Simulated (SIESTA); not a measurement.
**CuCl2: equation of state with PBEsol**

Crystal: CuCl2.

```xyz
3
Lattice="-2.2549 2.2549 6.8599 2.2549 -2.2549 6.8599 2.2549 2.2549 -6.8599" Properties=species:S:1:pos:R:3 pbc="T T T"
Cu    0.0000    0.0000    0.0000
Cl    2.2549    0.0000    0.0000
Cl    0.0000    2.2549    0.0000
```

Measurements of this composition are mostly on another form, of space group No. 12.

```
Program             : SIESTA 5.4.2
Task                : equation of state
Functional          : PBEsol
Potentials or basis : PseudoDojo 0.4 standard (PBEsol files)
Basis               : DZP (energy shift 0.003 Ry; two zetas on semicore shells)
Grid cutoff         : 800 Ry
Energy shift        : 0.003 Ry
k mesh              : 8 × 8 × 8
Occupations         : fermi-dirac, width 0.05 eV
Spin                : no spin polarisation
```

The equilibrium volume is 45.82 Å³/atom (rough: see the caveat) and the bulk modulus at fixed shape and positions is 29 GPa (rough).

Energy against volume, from the lowest point:
```csv
volume (Å³/atom),energy (meV/atom)
43.714,11.40
44.644,5.34
45.574,0.00
46.505,2.90
47.435,5.94
48.365,11.41
49.295,19.02
```

All runs of the series together: 15 min on 1 thread of AMD EPYC 7571 (shared host).

Caveat: the fit is doubtful: noisy points or a state that changes with volume; short orbitals over semicore shells can move pressures by several GPa; the cell was scaled at fixed shape and fractional positions, which overstates the stiffness of a crystal with free parameters, most of all of layers and chains; the basis of atomic orbitals isn't converged, which shifts pressures, moduli and gaps; the run has no spin polarisation, though such a crystal can be magnetic.
